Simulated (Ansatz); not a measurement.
# HfO2 (P2_1/c) in Ansatz: further runs

One crystal, HfO2, is run at these levels: PBE, RPBE, exchange-only PBE; tasks: band structure, single point, equation of state.

All numbers are computed with Ansatz 0.2.0; they aren't measurements. Logs are shortened: lines on timing, memory, paths and dates and some standing lists are left out, and cuts for length are marked.

**Experimental background.**

“Temperature dependence of self-trapped exciton luminescence in nanostructured hafnia powder”, 2021, arxiv:2112.02602 quotes, for a bulk crystal of HfO2: band gap 5.54 eV (indirect).

The runs below are set against these values where they give the same quantity.

### 1 The structure

Symmetry: P2_1/c, No. 14, monoclinic system. Conventional cell: a = 5.118 Å, b = 5.186 Å, c = 5.284 Å, α = 90.00°, β = 99.35°, γ = 90.00°. Around Hf (site symmetry 1) lie 7 O at 2.03 to 2.25 Å. O (site symmetry 1) has 3 Hf at 2.03 to 2.12 Å as nearest neighbours. O (site symmetry 1) is surrounded by 4 Hf at 2.14 to 2.25 Å.

### 2 Band structure, PBE

input.yaml reads:

```yaml
crystal:
  lattice:
    - [5.118, 0.0, 0.0]
    - [0.0, 5.1857, 0.0]
    - [-0.8586630598, 0.0, 5.2138671406]
  atoms:
    - { symbol: Hf, position: [0.2755, 0.4603, 0.708] }
    - { symbol: Hf, position: [0.7245, 0.9603, 0.792] }
    - { symbol: Hf, position: [0.7245, 0.5397, 0.292] }
    - { symbol: Hf, position: [0.2755, 0.0397, 0.208] }
    - { symbol: O, position: [0.0742, 0.1684, 0.8467] }
    - { symbol: O, position: [0.9258, 0.6684, 0.6533] }
    - { symbol: O, position: [0.9258, 0.8316, 0.1533] }
    - { symbol: O, position: [0.0742, 0.3316, 0.3467] }
    - { symbol: O, position: [0.4487, 0.7419, 0.9801] }
    - { symbol: O, position: [0.5513, 0.2419, 0.5199] }
    - { symbol: O, position: [0.5513, 0.2581, 0.0199] }
    - { symbol: O, position: [0.4487, 0.7581, 0.4801] }
hamiltonian:
  xc: pbe
  pseudopotentials: { kind: paw }
kpoints:
  mp_grid: { grid: [5, 5, 5] }
  band_path:
    path:
      - [[0.0, 0.0, 0.0], [0.0, 0.0, 0.5], [-0.4327310173, 0.0, 0.5726006525], [-0.5, 0.0, 0.5], [-0.5, 0.5, 0.5], [-0.5672689827, 0.5, 0.4273993475], [-0.5, 0.5, 0.0], [-0.5, 0.0, 0.0], [-0.5672689827, 0.0, 0.4273993475]]
      - [[-0.4327310173, 0.5, 0.5726006525], [0.0, 0.5, 0.5], [0.0, 0.5, 0.0]]
      - [[0.0, 0.0, 0.5], [0.0, 0.5, 0.5]]
    npoints: 10
scf:
  occupations: { method: fermi_dirac, width: 0.05 }
  n_extra_bands: 30
output:
  forces: true
  stress: true
  eigenvalues: true
  fatbands: true
```

Potentials or basis: Ansatz PAW.

The run is started by

```
$ ansatz run input.yaml --threads 2 --pin off --max-ram 5120MiB --backend cpu --events-out ev --progress --plain --runs-dir out
```

Log:

```text
Warning: RAYON_NUM_THREADS=2 ignored (pool sized by the plan → 2); use --threads N
scf.n_extra_bands = 30 over 76 filled bands (N_el = 152.0): the run solves 106 bands
Engine: ansatz 0.2.0, aarch64-unknown-linux-gnu
Pseudopotentials: kind: paw
Pseudopotential: Hf, paw, valence charge 26, recommended cutoff 420 eV (normal), Hf.paw.azcp
Pseudopotential: O, paw, valence charge 6, recommended cutoff 420 eV (normal), O.paw.azcp
Functional definition: PBE
  parameter kappa = 0.804
  parameter beta = 0.06672455060314922
  exchange = pbe_x(kappa = kappa, mu = beta*pi^2/3)
  correlation = pbe_c(beta = beta)
Crystal: 12 atoms, lattice volume = 138.378 Å³
Basis set: ecut = 420 eV, 2699 PW (Γ), exchange–correlation on 72×72×72 points (8 copies of the dense FFT grid, shifted against one another)
Bands: 106, of which v1, the nominal top of the filled ones, is band 76 counted from 1 (75 counted from 0)
Symmetry: 4 space group operations
Space group: P21/c (ITA 14), of the structure as read, at distance tolerance 5.2e-5 Å
k-points: 39 of 125
Non-local potential: Hf, projectors of the file, l = 0: 3, l = 1: 2, l = 2: 2, l = 3: 3
Non-local potential: O, projectors of the file, l = 0: 2, l = 1: 2, l = 2: 1
PAW form: soft (Blöchl's): semilocal exchange-correlation on the pseudo side does not see the compensation charge
PAW one-centre angular grid: Hf, 590 points (default); XC on 64 Gauss nodes
PAW one-centre angular grid: O, 110 points (default); XC on 64 Gauss nodes
Initial density: superposition of atomic densities (neutral atoms: chi_scale 0, normalization atom), corrected by the library's trained network
Initial wavefunctions: pseudopotential atomic-orbital guess
Functional: x = pbe(κ = 0.804, μ = 0.2195149727645171), c = pbe(β = 0.06672455060314922)
SCF iter   1: F=—  HF=-67446.629383 eV  |F-HF|=—  |Δ(HF+E_count)|=         —  Δρ=2.97e-3  dr2=5.24e-3  ethr=1.77e-3  ⟨swp⟩=5.1  Hψ=13496  notcnv=0  defer=557
preconditioner: auto → Resta (q_TF=auto, 2.771 Å⁻¹)  ε∞=4.3  [insulator: Δε(μ)=4.219 eV  Ē_g=20.764 eV  σ=0.050 eV  W_gap=1.00  n_scr=52 (ndim 8)  ℏωp=37.9 eV  f_vac=0.076  D(μ)=0.00/eV (n_scr^D=0)  ε∞_Penn≈4.3]
SCF iter   2: F=—  HF=-67446.630452 eV  |F-HF|=—  |Δ(HF+E_count)|=   1.07e-3  Δρ=1.53e-3  dr2=1.11e-3  ethr=3.45e-6  ⟨swp⟩=2.0  Hψ=7098  notcnv=0  defer=634
SCF iter   3: F=—  HF=-67446.631145 eV  |F-HF|=—  |Δ(HF+E_count)|=   6.92e-4  Δρ=6.12e-4  dr2=2.69e-4  ethr=7.28e-7  ⟨swp⟩=2.0  Hψ=5395  notcnv=0  defer=634
SCF iter   4: F=—  HF=-67446.631321 eV  |F-HF|=—  |Δ(HF+E_count)|=   1.76e-4  Δρ=1.04e-4  dr2=1.32e-5  ethr=1.77e-7  ⟨swp⟩=2.0  Hψ=5546  notcnv=0  defer=634
SCF iter   5: F=—  HF=-67446.631308 eV  |F-HF|=—  |Δ(HF+E_count)|=   1.28e-5  Δρ=5.98e-5  dr2=4.57e-6  ethr=8.66e-9  ⟨swp⟩=2.0  Hψ=5726  notcnv=0  defer=634
SCF iter   6: F=—  HF=-67446.631309 eV  |F-HF|=—  |Δ(HF+E_count)|=   8.28e-7  Δρ=2.25e-5  dr2=6.35e-7  ethr=3.01e-9  ⟨swp⟩=2.0  Hψ=5546  notcnv=0  defer=634
SCF iter   7: F=—  HF=-67446.631309 eV  |F-HF|=—  |Δ(HF+E_count)|=   8.86e-8  Δρ=6.06e-6  dr2=4.25e-8  ethr=6.58e-11  ⟨swp⟩=9.4  Hψ=22071  notcnv=0
SCF iter   8: F=-67446.631309 eV  HF=-67446.631309 eV  |F-HF|=2.71e-8  |Δ(HF+E_count)|=   1.73e-8  Δρ=3.84e-6  dr2=2.02e-8  ethr=2.80e-11  ⟨swp⟩=4.7  Hψ=12465  notcnv=0
SCF 1 converged in 8 iterations: F = -67446.631309 eV  dr2 = 2.02e-8
NSCF: frozen V_eff on 113 k-points
SCF converged after 8 iterations
Free energy (F): -67446.631309 eV
Harris-Foulkes:  -67446.631309 eV  (|F-HF|=2.71e-8)
Internal energy: -67446.631309 eV  (E = F + TS)
E sigma→0 (E₀):  -67446.631309 eV
Fermi energy:    16.226763 eV
--- Per-component energies (eV) ---
  E_band       = 13.385667
  E_kinetic    = 3092.449671
  E_local      = -24595.722883  (includes V_loc(G=0)·N_el)
  E_nonlocal   = -4587.063844
  E_hartree    = 11256.350072
  E_xc         = -1792.283560
  E_vxc        = -1820.681953  (∫ρ·V_xc dr)
  E_paw        = -28975.018791  (= ΣΔE_a)
  E_vpaw       = 5411.700895  (= ΣTr[D̂ρ^β])
  E_aug_tail   = 0.019878  (compensation charges beyond the density's cutoff)
  E_ewald      = -21845.361851
  E_smearing   = -0.000000  (= −TS)
  E_closure    = 0.000000  (closes the sum)
  Σ components = -67446.631309   (vs F -67446.631309, Δ=0.00e0)
--- Forces (eV/Å), atoms counted from 1 ---
  atom   1  Hf     0.20594448     0.00577466     0.09212260
  atom   2  Hf    -0.20594448     0.00577466    -0.09212260
  atom   3  Hf    -0.20594448    -0.00577466    -0.09212260
  atom   4  Hf     0.20594448    -0.00577466     0.09212260
  atom   5  O     -0.41507142    -0.18308562    -0.16182521
  atom   6  O      0.41507142    -0.18308562     0.16182521
  atom   7  O      0.41507142     0.18308562     0.16182521
  atom   8  O     -0.41507142     0.18308562    -0.16182521
  atom   9  O     -0.15326551     0.03066510    -0.07366545
  atom  10  O      0.15326551     0.03066510     0.07366545
  atom  11  O      0.15326551    -0.03066510     0.07366545
  atom  12  O     -0.15326551    -0.03066510    -0.07366545
  max |Σ_I F_I| component: 4.86e-17 eV/Å
--- Stress (GPa, compression-positive) ---
        5.843734       0.000000       0.469185
        0.000000       5.221630       0.000000
        0.469185       0.000000       6.529108
  P = ⅓ Tr σ = 5.8648 GPa (58.648 kbar)
--- Band table (eV; the first three rows and the last of 39) ---
  k-point 0: bands = ["-46.1781", "-46.1585", "-46.1549", "-46.1543", "-15.2821", "-15.2535", "-15.2273", "-15.0327", "-14.9677", "-14.9263", "-14.9064", "-14.8684", "-14.8360", "-14.8317", "-14.7783", "-14.7252", "-3.9472", "-2.6129", "-2.4519", "-2.4503", "-1.9634", "-1.9470", "-1.8434", "-1.7196", "3.9416", "3.9516", "3.9518", "3.9527", "3.9581", "3.9637", "3.9684", "3.9689", "3.9727", "3.9731", "3.9752", "3.9793", "3.9800", "3.9814", "3.9859", "3.9901", "3.9933", "3.9948", "3.9959", "3.9985", "4.0019", "4.0096", "4.0118", "4.0219", "4.0306", "4.0422", "4.0524", "4.0913", "8.6750", "8.7713", "9.2999", "9.4940", "9.6005", "9.9489", "10.7730", "11.0512", "11.1870", "11.3689", "11.4506", "11.5621", "12.1576", "12.2499", "12.3218", "12.3226", "12.5534", "13.0104", "13.0894", "13.1349", "13.6273", "13.6436", "13.9810", "14.1213", "18.7055", "19.2716", "19.4465", "19.6676", "19.8378", "20.0784", "20.3652", "20.5106", "20.7558", "20.8441", "21.4545", "21.4868", "21.7124", "22.1184", "22.6256", "23.0332", "23.1813", "23.5311", "24.3572", "24.5182", "25.1462", "26.4987", "26.5517", "26.6532", "27.6886", "27.9020", "28.5357", "28.6917", "28.7101", "29.1001"]
  k-point 1: bands = ["-46.1761", "-46.1599", "-46.1550", "-46.1548", "-15.2557", "-15.2136", "-15.2087", "-15.0600", "-14.9906", "-14.9174", "-14.9028", "-14.8884", "-14.8383", "-14.8239", "-14.7846", "-14.7631", "-3.7911", "-2.5681", "-2.5019", "-2.4398", "-2.0600", "-1.9526", "-1.9035", "-1.7483", "3.9403", "3.9466", "3.9529", "3.9552", "3.9559", "3.9637", "3.9691", "3.9713", "3.9726", "3.9743", "3.9753", "3.9769", "3.9791", "3.9840", "3.9853", "3.9895", "3.9919", "3.9949", "3.9955", "4.0023", "4.0036", "4.0051", "4.0176", "4.0198", "4.0300", "4.0412", "4.0495", "4.0818", "8.7931", "8.9766", "9.5571", "9.5595", "9.7817", "10.0443", "10.5965", "10.9288", "10.9722", "11.2871", "11.5246", "11.6483", "11.9003", "12.1140", "12.3224", "12.5044", "12.6006", "12.7809", "12.9061", "13.2934", "13.3529", "13.5928", "13.8568", "13.9846", "18.7678", "19.1957", "19.2620", "19.7540", "20.0655", "20.1029", "20.6531", "20.6913", "20.8118", "21.0013", "21.2131", "21.5224", "21.9993", "22.2072", "22.4659", "23.1186", "23.1828", "23.6068", "24.1471", "24.5371", "24.9995", "25.7363", "26.6271", "27.0167", "27.8536", "27.9398", "28.4283", "28.7146", "28.7271", "29.4013"]
  k-point 2: bands = ["-46.1709", "-46.1646", "-46.1552", "-46.1551", "-15.1836", "-15.1639", "-15.1317", "-15.0904", "-15.0710", "-14.9671", "-14.8834", "-14.8788", "-14.8539", "-14.8302", "-14.8118", "-14.7995", "-3.3772", "-2.8603", "-2.4643", "-2.4110", "-2.0676", "-2.0196", "-1.9664", "-1.8454", "3.9386", "3.9405", "3.9548", "3.9561", "3.9587", "3.9652", "3.9670", "3.9681", "3.9711", "3.9740", "3.9758", "3.9791", "3.9819", "3.9829", "3.9853", "3.9872", "3.9891", "3.9945", "3.9956", "3.9964", "4.0090", "4.0124", "4.0244", "4.0267", "4.0316", "4.0375", "4.0430", "4.0580", "9.1549", "9.5415", "9.5521", "9.8545", "10.1607", "10.2811", "10.4451", "10.5199", "10.6443", "11.3027", "11.4580", "11.5297", "11.6864", "12.0074", "12.0142", "12.4768", "12.4973", "12.7124", "12.8683", "13.2036", "13.4231", "13.4585", "13.5634", "13.7475", "18.8857", "19.0208", "19.3252", "19.5040", "20.2425", "20.3423", "20.8474", "20.8912", "20.9703", "21.0394", "21.6672", "21.6830", "21.9454", "22.2712", "22.8320", "23.1132", "23.1942", "23.6225", "23.8082", "24.3662", "24.7963", "24.8136", "26.9546", "27.4289", "27.9295", "28.0482", "28.1874", "28.4681", "29.1681", "29.7351"]
  k-point 38: bands = ["-46.1678", "-46.1646", "-46.1574", "-46.1560", "-15.2458", "-15.2198", "-15.1734", "-15.1326", "-15.0045", "-14.9417", "-14.8883", "-14.8583", "-14.8312", "-14.8198", "-14.7843", "-14.7659", "-3.1895", "-2.9092", "-2.5480", "-2.5077", "-2.1150", "-2.0441", "-1.8510", "-1.8379", "3.9455", "3.9515", "3.9530", "3.9562", "3.9600", "3.9642", "3.9663", "3.9700", "3.9718", "3.9766", "3.9768", "3.9784", "3.9809", "3.9824", "3.9869", "3.9887", "3.9924", "3.9929", "3.9953", "3.9972", "4.0062", "4.0076", "4.0116", "4.0154", "4.0252", "4.0285", "4.0464", "4.0633", "9.3650", "9.5928", "9.7474", "9.9307", "10.0544", "10.1402", "10.3023", "10.4280", "10.9325", "11.2873", "11.4531", "11.6843", "11.8061", "11.9020", "12.2955", "12.5086", "12.5655", "12.8471", "12.9308", "12.9564", "13.1871", "13.2450", "13.3520", "13.5094", "18.8370", "18.9715", "19.3815", "19.6179", "20.0060", "20.0644", "20.3675", "20.5198", "20.6944", "21.0019", "21.5532", "21.8011", "22.1705", "22.3065", "22.8577", "23.3668", "23.6149", "24.0249", "24.1527", "24.6231", "24.9856", "25.4364", "25.6260", "26.1458", "26.8477", "27.1069", "27.5930", "27.9739", "29.9432", "30.1603"]
```

It took 61 s on 2 threads of Arm Neoverse V2, shared host; peak memory 0.96 GiB.

What came out:

| Quantity | Value |
| --- | --- |
| Free energy | -67446.6313 eV |
| Pressure | 5.9 GPa |
| Largest force | 0.482 eV/Å |
| Band gap on the k mesh | 4.21 eV, indirect (least direct gap 4.27 eV) |
| Band gap along the path | 4.15 eV, indirect (least direct gap 4.22 eV) |

Forces in eV/Å, atoms in the order of the input:
```
Hf   0.206  0.006  0.092
Hf  -0.206  0.006 -0.092
Hf  -0.206 -0.006 -0.092
Hf   0.206 -0.006  0.092
O   -0.415 -0.183 -0.162
O    0.415 -0.183  0.162
O    0.415  0.183  0.162
O   -0.415  0.183 -0.162
O   -0.153  0.031 -0.074
O    0.153  0.031  0.074
O    0.153 -0.031  0.074
O   -0.153 -0.031 -0.074
```

Stress tensor (GPa, compression positive):
```
5.84 0.00 0.47
0.00 5.22 0.00
0.47 0.00 6.53
```

Levels at the corners of the path, in eV from the valence-band top:
```
point  band 72  band 73  band 74  band 75  band 76  band 77  band 78  band 79  band 80  band 81
    Γ    -0.99    -0.49    -0.48    -0.14     0.00     4.58     5.15     5.33     5.55     5.72
    Y    -0.99    -0.79    -0.79    -0.47    -0.47     4.83     4.83     5.27     5.27     6.20
    H    -1.04    -1.03    -0.72    -0.63    -0.35     4.38     4.59     5.49     5.62     5.70
    C    -1.23    -0.93    -0.93    -0.49    -0.49     4.47     4.47     5.59     5.59     5.78
    E    -1.19    -1.00    -1.00    -0.71    -0.71     4.64     4.64     5.34     5.34     5.73
   M1    -1.24    -0.99    -0.99    -0.68    -0.68     4.66     4.66     5.38     5.38     5.70
    A    -1.34    -0.85    -0.85    -0.56    -0.56     4.87     4.87     5.33     5.33     6.09
    X    -0.82    -0.66    -0.53    -0.47    -0.09     4.15     5.20     5.29     5.32     5.88
   H1    -1.04    -1.03    -0.72    -0.63    -0.35     4.38     4.59     5.49     5.62     5.70
    M    -1.24    -0.99    -0.99    -0.68    -0.68     4.66     4.66     5.38     5.38     5.70
    D    -0.90    -0.90    -0.90    -0.59    -0.59     5.02     5.02     5.17     5.17     5.96
    Z    -1.05    -0.78    -0.78    -0.41    -0.41     5.14     5.14     5.63     5.63     5.98
    Y    -0.99    -0.79    -0.79    -0.47    -0.47     4.83     4.83     5.27     5.27     6.20
    D    -0.90    -0.90    -0.90    -0.59    -0.59     5.02     5.02     5.17     5.17     5.96
```

Caveat: the k mesh misses the band edges, so the gap on the mesh is wider than the one along the path; the pressure holds a Pulay correction of +0.8 GPa for the finite cutoff; spin-orbit coupling is left out, which moves the levels of the heavy elements.

(Continued in part 2 of 2.)
